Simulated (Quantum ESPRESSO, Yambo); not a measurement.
An input for Yambo 5.3.0 (BP (F-43m)):

```
optics
bss
bse
em1s
dipoles
rim_cut
RandQpts= 1000000
RandGvec= 1 RL
Chimod= "HARTREE"
BSKmod= "SEX"
BSEmod= "resonant"
BSSmod= "d"
BSENGexx= 30 Ry
BSENGBlk= 6 Ry
% BSEQptR
 3 | 3 |
%
% BSEBands
 2 | 6 |
%
% BEnRange
 0 | 7 | eV
%
% BDmRange
 0.1 | 0.1 | eV
%
BEnSteps= 141
% BLongDir
 1 | 0 | 0 |
%
% BndsRnXs
 1 | 49 |
%
NGsBlkXs= 6 Ry
% LongDrXs
 1 | 1 | 1 |
%
% KfnQP_E
 0.878 | 1.0 | 1.0 |
%
WRbsWF
```

```sh
OMP_NUM_THREADS=1 mpirun -n 4 yambo -F bse7.in -J bse7,bse3_W -C bse7 > bse7.log
```

The stored states that it reads are on a 8×8×8 mesh. The structure is cubic, space group F-43m (No. 216). The conventional cell has a = 4.538 Å, b = 4.538 Å, c = 4.538 Å, α = 90.00°, β = 90.00°, γ = 90.00°. Nearest to B lie 4 P at 1.97 Å. P has 4 B at 1.97 Å nearest. Farther neighbours are not listed.

Question: Estimate wall time and host memory on 4 MPI ranks of Arm Neoverse V1, shared host.

It took 2.1 min; on shared hardware allow 62 s to 4.1 min. Peak host memory was 1.8 GiB.

The kernel grows as the square of the matrix size, and full diagonalisation as its cube.

[Paths, hosts, dates, memory and timing lines, banners, echoed tables and standing remarks are left out of the program output.]

[Logs are printed without paths, hosts, clocks, repeated set-up lines and the standing remarks that a program may print on its own settings, such as how far it seeks lower states.]

[Runs of the session that timed out or met a known fault of the program may be left out.]

[Hosts, paths, dates, database ids (printed as entryN), source tags and the programs' standing remarks are cut or masked in the printed files.]
